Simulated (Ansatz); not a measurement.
Input of an Ansatz 0.2.0 run:

input.yaml

```yaml
crystal:
  lattice:
    - [0.0, 2.325, 2.325]
    - [2.325, 0.0, 2.325]
    - [2.325, 2.325, 0.0]
  atoms:
    - { symbol: Hf, position: [0.509458, 0.495197, 0.49413] }
    - { symbol: C, position: [0.004074, -0.009195, 0.00526] }
kpoints:
  mp_grid: { grid: [10, 10, 10] }
scf:
  occupations: { method: fermi_dirac, width: 0.05 }
hamiltonian:
  xc: lda
  pseudopotentials: { kind: all_electron, lapw: { basis_error: 0.001 } }
output:
  forces: true
  stress: true
  eigenvalues: true
  dos: { projected: false, de: 0.1, e_range: [-10, 6] }
```

Potentials or basis: all-electron LAPW, scalar-relativistic.

Launch:

```sh
$ ansatz run input.yaml --threads 1 --pin off --max-ram 3072MiB --backend cpu --events-out ev --progress --plain --runs-dir out
```

Task: Predict the largest force.

Result: 0.223 eV/Å.

Task: Estimate the band gap on the k mesh.

Result: None (metal or under the smearing width).

Forces on the atoms (eV/Å):
```
Hf   0.114  0.097 -0.165
C   -0.114 -0.097  0.165
```

Spin-orbit coupling is left out, which matters for the levels of Hf.
